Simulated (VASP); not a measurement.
# NaF (Villiaumite) (Fm-3m) in VASP: a series of runs

Runs on NaF (Villiaumite). Level: PBE. Tasks: relaxation of the atoms.

Program: VASP 6.6.1. These are calculated values, not measurements. Logs are shortened: lines on timing, memory, paths and dates and some standing lists are left out, and cuts for length are marked.

## (1) The structure

The structure is cubic, space group Fm-3m (No. 225). Conventional cell: a = 4.632 Å, b = 4.632 Å, c = 4.632 Å, α = 90.00°, β = 90.00°, γ = 90.00°. Na (site symmetry m-3m) has 6 F at 2.32 Å as nearest neighbours. F (site symmetry m-3m) has 6 Na at 2.32 Å as nearest neighbours.

## (2) Relaxation of the atoms, PBE (a relaxed cell with its volume scaled by 0.94)

The input, INCAR:

```
ALGO = Fast
EDIFF = 1E-7
EDIFFG = -0.01
ENCUT = 300
GGA = PE
IBRION = 2
ISIF = 2
ISMEAR = 0
LASPH = True
LCHARG = False
LREAL = False
LWAVE = False
NELM = 80
NSW = 40
PREC = Accurate
SIGMA = 0.03
```

The input, KPOINTS:

```
k-points
0
Gamma
  5 5 5
```

The input, POSCAR:

```
NaF                                     
1.0
    0.0000000000      2.2687478812      2.2687478812
    2.2687478812      0.0000000000      2.2687478812
    2.2687478812      2.2687478812      0.0000000000
  Na              F             
     1     1
Direct
     0.0000000000000000    0.0000000000000000    0.0000000000000000
     0.5000000000000000    0.5000000000000000    0.5000000000000000
```

Potentials or basis: VASP PAW PBE potentials, release 64 (Na_pv, F_s).

Started as:

```console
> cat potpaw_PBE.64/Na_pv/POTCAR potpaw_PBE.64/F_s/POTCAR > POTCAR
> mpirun -np 1 vasp_std > vasp.out
```

OUTCAR:

```text
EDIFF = 1E-7
   EDIFFG = -0.01
   ENCUT = 300
   GGA = PE
   IBRION = 2
   ISIF = 2
   ISMEAR = 0
   LASPH = True
   LREAL = False
   NELM = 80
   NSW = 40
   PREC = Accurate

 ion  position               nearest neighbor table
   1  0.000  0.000  0.000-   2 2.27   2 2.27   2 2.27   2 2.27   2 2.27   2 2.27
   2  0.500  0.500  0.500-   1 2.27   1 2.27   1 2.27   1 2.27   1 2.27   1 2.27

  LATTYP: Found a face centered cubic cell.
 ALAT       =     4.5374957624

  Lattice vectors:

 A1 = (   0.0000000000,   2.2687478812,   2.2687478812)
 A2 = (   2.2687478812,   0.0000000000,   2.2687478812)
 A3 = (   2.2687478812,   2.2687478812,   0.0000000000)

Analysis of symmetry for initial positions (statically):
=====================================================================
 Subroutine PRICEL returns:
 Original cell was already a primitive cell.

 Routine SETGRP: Setting up the symmetry group for a
 face centered cubic supercell.

 Subroutine GETGRP returns: Found 48 space group operations
 (whereof 48 operations were pure point group operations)
 out of a pool of 48 trial point group operations.

The static configuration has the point symmetry O_h .

Analysis of symmetry for dynamics (positions and initial velocities):
=====================================================================
 Subroutine PRICEL returns:
 Original cell was already a primitive cell.

 Routine SETGRP: Setting up the symmetry group for a
 face centered cubic supercell.

 Subroutine GETGRP returns: Found 48 space group operations
 (whereof 48 operations were pure point group operations)
 out of a pool of 48 trial point group operations.

The dynamic configuration has the point symmetry O_h .

 Subroutine INISYM returns: Found 48 space group operations
 (whereof 48 operations are pure point group operations),
 and found     1 'primitive' translations

----------------------------------------------------------------------------------------

                                     Primitive cell

  volume of cell :      23.3555

  direct lattice vectors                    reciprocal lattice vectors
     0.000000000  2.268747881  2.268747881    -0.220385881  0.220385881  0.220385881
     2.268747881  0.000000000  2.268747881     0.220385881 -0.220385881  0.220385881
     2.268747881  2.268747881  0.000000000     0.220385881  0.220385881 -0.220385881

  length of vectors
     3.208494023  3.208494023  3.208494023     0.381719543  0.381719543  0.381719543

  position of ions in fractional coordinates (direct lattice)
     0.000000000  0.000000000  0.000000000
     0.500000000  0.500000000  0.500000000

  ion indices of the primitive-cell ions
   primitive index   ion index
                 1           1
                 2           2

----------------------------------------------------------------------------------------

 KPOINTS: k-points

Automatic generation of k-mesh.
 Grid dimensions read from file:
 generate k-points for:    5    5    5

 Generating k-lattice:

  Cartesian coordinates                     Fractional coordinates (reciprocal lattice)
    -0.044077176  0.044077176  0.044077176     0.200000000  0.000000000  0.000000000
     0.044077176 -0.044077176  0.044077176     0.000000000  0.200000000  0.000000000
     0.044077176  0.044077176 -0.044077176     0.000000000  0.000000000  0.200000000

  Length of vectors
     0.076343909  0.076343909  0.076343909

  Shift w.r.t. Gamma in fractional coordinates (k-lattice)
     0.000000000  0.000000000  0.000000000

 Subroutine IBZKPT returns following result:
 ===========================================

 Found     10 irreducible k-points:

 Following reciprocal coordinates:
            Coordinates               Weight
  0.000000  0.000000  0.000000      1.000000
  0.200000  0.000000  0.000000      8.000000
  0.400000  0.000000  0.000000      8.000000
  0.200000  0.200000  0.000000      6.000000
  0.400000  0.200000  0.000000     24.000000
 -0.400000  0.200000  0.000000     24.000000
 -0.200000  0.200000  0.000000     12.000000
  0.400000  0.400000  0.000000      6.000000
 -0.400000  0.400000  0.000000     12.000000
 -0.400000  0.400000  0.200000     24.000000
   k-points           NKPTS =     10   k-points in BZ     NKDIM =     10   number of bands    NBANDS=     11
   number of dos      NEDOS =    301   number of ions     NIONS =      2
   total plane-waves  NPLWV =   5832
   dimension x,y,z NGX =    18 NGY =   18 NGZ =   18
   dimension x,y,z NGXF=    36 NGYF=   36 NGZF=   36
   ions per type =               1   1
   NGX,Y,Z   is equivalent  to a cutoff of   9.33,  9.33,  9.33 a.u.
   NGXF,Y,Z  is equivalent  to a cutoff of  18.65, 18.65, 18.65 a.u.
 SYSTEM =  unknown system
   PREC   = accura    normal or accurate (medium, high low for compatibility)
   ISTART =      0    job   : 0-new  1-cont  2-samecut
   ICHARG =      2    charge: 1-file 2-atom 10-const
   ISPIN  =      1    spin polarized calculation?
   LNONCOLLINEAR =      F non collinear calculations
   LSORBIT =      F    spin-orbit coupling
   LASPH  =      T    aspherical Exc in radial PAW
   ENCUT  =  300.0 eV  22.05 Ry    4.70 a.u.   4.53  4.53  4.53*2*pi/ulx,y,z
   NELM   =     80;   NELMIN=  2; NELMDL= -5     # of ELM steps
   EDIFF  = 0.1E-06   stopping-criterion for ELM
   LREAL  =      F    real-space projection
   EDIFFG = -.1E-01   stopping-criterion for IOM
   NSW    =     40    number of steps for IOM
   IBRION =      2    ionic relax: 0-MD 1-quasi-New 2-CG
   NFREE  =      1    steps in history (QN), initial steepest desc. (CG)
   ISIF   =      2    stress and relaxation
   ISYM   =      2    0-nonsym 1-usesym 2-fastsym
   POTIM  = 0.5000    time-step for ionic-motion
   TEBEG  =    0.0;   TEEND  =   0.0 temperature during run
   PSTRESS=    0.0 pullay stress
   NELECT =      14.0000    total number of electrons
   NUPDOWN=      -1.0000    fix difference up-down
   EMIN   =  10.00;   EMAX   =-10.00  energy-range for DOS
   EFERMI =   0.00;   METHOD = LEGACY
   ISMEAR =     0;   SIGMA  =   0.03  broadening in eV -4-tet -1-fermi 0-gaus
   EFERMI_NEDOS =   21; number of points for ismear=-14 and -15
   IALGO  =     68    algorithm
   IMIX   =      4    mixing-type and parameters
     AMIX     =   0.40;   BMIX     =  1.00
     AMIX_MAG =   1.60;   BMIX_MAG =  1.00
  volume/ion in A,a.u.               =      11.68        78.81
  Fermi-wavevector in a.u.,A,eV,Ry     =   1.380346  2.608476 25.923927  1.905355
  Thomas-Fermi vector in A             =   2.505232
   LORBIT       =      0    0 simple, 1 ext, 2 COOP (PROOUT), +10 PAW based schemes
   GGA     = PE    functional components
   LHFCALC =     F    Hartree Fock is set to
   AEXX    =    0.0000 exact exchange contribution
   IVDW    =     0    specifies the selected vdW correction
   LEPSILON=     F    determine dielectric tensor
   LRPA    =     F    only Hartree local field effects (RPA)
 conjugate gradient relaxation of ions
 non-spin polarized calculation
 RMM-DIIS sequential band-by-band and
 Gauss-broadening in eV      SIGMA  =   0.03
  energy-cutoff  :      300.00
  volume of cell :       23.36
 maximum number of plane-waves:       291
 NGX is ok and might be reduce to    18
   NGX =  9   NGY =  9   NGZ =  9

 number of electron      13.9999982 magnetization

 Free energy of the ion-electron system (eV)
  ---------------------------------------------------
  ext. energy  EPLUGINS =         0.00000000
  ---------------------------------------------------
  free energy    TOTEN  =        -8.52046308 eV

  energy without entropy =       -8.52046308  energy(sigma->0) =       -8.52046308

 E-fermi :  -1.3606     XC(G=0):  -9.4582

 val. band max:       -1.6098211631   @ k =   0.0000   0.0000   0.0000
 cond. band min:       5.0562208164   @ k =   0.0000   0.0000   0.0000
 fundamental gap:      6.6660419795
 Fermi energy:        -1.3605525550

 k-point     1 :       0.0000    0.0000    0.0000
  band No.  band energies     occupation
      1     -20.8832      2.00000
      2     -20.3599      2.00000
      3     -20.3599      2.00000
      4     -20.3599      2.00000
      5      -1.6098      2.00000
      6      -1.6098      2.00000
      7      -1.6098      2.00000
      8       5.0562      0.00000
      9      17.8541      0.00000
     10      17.8541      0.00000
     11      17.8542      0.00000

 k-point     2 :       0.2000    0.0000    0.0000
  band No.  band energies     occupation
      1     -21.1797      2.00000
      2     -20.3647      2.00000
      3     -20.3647      2.00000
      4     -20.0045      2.00000
      5      -2.3141      2.00000
      6      -1.7097      2.00000
      7      -1.7097      2.00000
      8       6.3878      0.00000
      9      14.7679      0.00000
     10      18.4711      0.00000
     11      18.4712      0.00000

 k-point     3 :       0.4000    0.0000    0.0000
  band No.  band energies     occupation
      1     -21.4407      2.00000
      2     -20.3727      2.00000
      3     -20.3727      2.00000
      4     -19.6480      2.00000
      5      -3.2033      2.00000
      6      -1.8707      2.00000
      7      -1.8706      2.00000
      8       8.8796      0.00000
      9      12.0791      0.00000
     10      19.2016      0.00000
     11      19.2024      0.00000
[... 71 lines left out ...]
 k-point     9 :      -0.4000    0.4000    0.0000
  band No.  band energies     occupation
      1     -20.9553      2.00000
      2     -20.5142      2.00000
      3     -20.4130      2.00000
      4     -20.0554      2.00000
      5      -2.8282      2.00000
      6      -2.3739      2.00000
      7      -2.0253      2.00000
      8      11.8125      0.00000
      9      12.1057      0.00000
     10      13.4253      0.00000
     11      18.4383      0.00000

 k-point    10 :      -0.4000    0.4000    0.2000
  band No.  band energies     occupation
      1     -21.1158      2.00000
      2     -20.4552      2.00000
      3     -20.4382      2.00000
      4     -19.9002      2.00000
      5      -2.8030      2.00000
      6      -2.3496      2.00000
      7      -2.0975      2.00000
      8      10.9689      0.00000
      9      12.1901      0.00000
     10      15.0618      0.00000
     11      16.9710      0.00000

------------------------ aborting loop because EDIFF is reached ----------------------------------------

  FORCE on cell =-STRESS in cart. coord.  units (eV):
  Direction    XX          YY          ZZ          XY          YZ          ZX
  --------------------------------------------------------------------------------------
  -------------------------------------------------------------------------------------
  Total        0.5432823      0.5432823      0.5432823     -0.0000000      0.0000000     -0.0000000
  in kB       37.2689724     37.2689724     37.2689724     -0.0000000      0.0000000     -0.0000000
  external PRESSURE =      37.2689724 kB  Pullay stress =       0.0000000 kB

 VOLUME and BASIS-vectors are now :
 -----------------------------------------------------------------------------
  energy-cutoff  :      300.00
  volume of cell :       23.36
      direct lattice vectors                 reciprocal lattice vectors
     0.000000000  2.268747881  2.268747881    -0.220385881  0.220385881  0.220385881
     2.268747881  0.000000000  2.268747881     0.220385881 -0.220385881  0.220385881
     2.268747881  2.268747881  0.000000000     0.220385881  0.220385881 -0.220385881

 POSITION                                       TOTAL-FORCE (eV/Angst)
 -----------------------------------------------------------------------------------
      0.00000      0.00000      0.00000         0.000000     -0.000000      0.000000
      2.26875      2.26875      2.26875        -0.000000      0.000000     -0.000000
 -----------------------------------------------------------------------------------
    total drift:                               -0.000000      0.000000      0.000000

  FREE ENERGIE OF THE ION-ELECTRON SYSTEM (eV)
  ---------------------------------------------------
  free  energy   TOTEN  =        -8.5204630850 eV

  energy  without entropy=       -8.5204630850  energy(sigma->0) =       -8.52046308

 reached required accuracy - stopping structural energy minimisation
```

Wall time 2.4 s (1 thread of Intel Xeon Platinum 8375C at 2.90GHz (Ice Lake), shared host); peak memory 0.11 GiB.

Results:

```yaml
Free_energy: -8.5205 eV
Band_gap_on_the_k_mesh: 6.67 eV, direct
```

Final structure:
```cif
data_structure
_symmetry_space_group_name_H-M 'P 1'
_symmetry_Int_Tables_number 1
_cell_length_a 3.2085
_cell_length_b 3.2085
_cell_length_c 3.2085
_cell_angle_alpha 60.000
_cell_angle_beta 60.000
_cell_angle_gamma 60.000
_cell_volume 23.36
loop_
_atom_site_label
_atom_site_type_symbol
_atom_site_fract_x
_atom_site_fract_y
_atom_site_fract_z
_atom_site_occupancy
Na1 Na 0.00000 0.00000 0.00000 1
F1 F 0.50000 0.50000 0.50000 1
```

Caveat: the k mesh is coarse (spacing up to 0.48 Å⁻¹), so the values aren't converged; the cutoff is under 1.25 times the usual one of these potentials, so pressure, stress and relaxed cells hold a basis-set (Pulay) error; the relaxation stopped at its first step, so nothing moved.

(Part 1 of 2 ends here.)
